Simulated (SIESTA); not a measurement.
Ho under changes of volume

One of the cells (31.655 Å³/atom); the others are scaled copies at fixed shape and fractional positions:

```
CELL_PARAMETERS angstrom
0.00000 2.51076 2.51076
2.51076 0.00000 2.51076
2.51076 2.51076 0.00000
ATOMIC_POSITIONS crystal
Ho 0.00000 0.00000 0.00000
```

This isn't the form of Ho at room conditions, which is hcp.

| Item | Value |
| --- | --- |
| Program | SIESTA 5.4.2 |
| Functional | PBE |
| Potentials or basis | PseudoDojo 3+ lanthanides (4f in the core) (PBE files) |
| Basis | DZP (energy shift 0.002 Ry) |
| Grid cutoff | 800 Ry |
| Energy shift | 0.002 Ry |
| k mesh | 9 × 9 × 9 |
| Occupations | fermi-dirac, width 0.05 eV |
| Spin | collinear spin, ferromagnetic start |
| Starting moments | [4.0] μB |

```csv
volume (Å³/atom),energy over the lowest point (meV/atom),pressure (GPa)
29.173,11.54,2.6
29.793,3.67,1.5
30.414,0.00,0.5
31.655,3.69,-1.4
32.276,?,?
32.897,20.65,-2.9
```

Problem. What does the run at 32.276 Å³/atom give?

Solution. Energy over the lowest point 10.71 meV/atom; pressure -2.2 GPa.

Worked out: A Birch-Murnaghan fit of order 3 (a polynomial in V^(-2/3)) to the other rows has its minimum at 30.71 Å³/atom with B0 = V·E''(V) = 47 GPa (rough, since the energies scatter). It gives 10.64 meV/atom at 32.276 Å³/atom, against the run's 10.71, and -dE/dV = -2.2 GPa, against -2.2.

Energies are extrapolated to zero smearing.

Caveats: the magnetic or orbital state may not be the lowest; semicore shells carry a single zeta, which can move pressures by several GPa and volumes by a few percent; the basis of atomic orbitals isn't converged, which shifts pressures, moduli and gaps.
